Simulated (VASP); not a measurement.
MoP:

```
CELL_PARAMETERS angstrom
3.22300 0.00000 0.00000
-1.61150 2.79120 0.00000
0.00000 0.00000 3.19100
ATOMIC_POSITIONS crystal
Mo 0.00000 0.00000 0.00000
P 0.33333 0.66667 0.50000
```

- Program: VASP 6.6.1
- Task: relaxation of cell and atoms
- Functional: PBEsol0
- Potentials or basis: VASP PAW PBE potentials, release 64 (Mo_sv, P)
- Cutoff: 600 eV
- k mesh: 5 × 5 × 4
- Occupations: fermi-dirac, width 0.05 eV
- Spin: no spin polarisation

At the start: pressure -9.2 GPa; volume 14.35 Å³/atom.

Where does the relaxation end?

Over 6 steps the energy falls by 19.8 meV/atom and the volume is 13.78 Å³/atom (-4.0 %); space group P-6m2 (No. 187, to 0.05 Å).

The path:
```tsv
step	energy change (eV)	largest force (eV/Å)	pressure (GPa)	volume (Å³)
1	0.0000	0.0000	-9.20	28.71
2	0.1218	0.0000	25.91	25.41
3	-0.0358	0.0000	0.29	27.60
4	-0.0358	0.0000	0.52	27.57
5	-0.0385	0.0000	-0.28	27.56
6	-0.0395	0.0000	-0.02	27.56
```

Final structure:
```cif
data_structure
_symmetry_space_group_name_H-M 'P 1'
_symmetry_Int_Tables_number 1
_cell_length_a 3.1591
_cell_length_b 3.1591
_cell_length_c 3.1892
_cell_angle_alpha 90.000
_cell_angle_beta 90.000
_cell_angle_gamma 120.000
_cell_volume 27.56
loop_
_atom_site_label
_atom_site_type_symbol
_atom_site_fract_x
_atom_site_fract_y
_atom_site_fract_z
_atom_site_occupancy
Mo1 Mo 0.00000 0.00000 0.00000 1
P1 P 0.33333 0.66667 0.50000 1
```

Caveat: the k mesh is coarse (spacing up to 0.49 Å⁻¹), so the values aren't converged, least of all with exact exchange; the PAW data sets were made with another functional, which shifts forces and pressure a little.
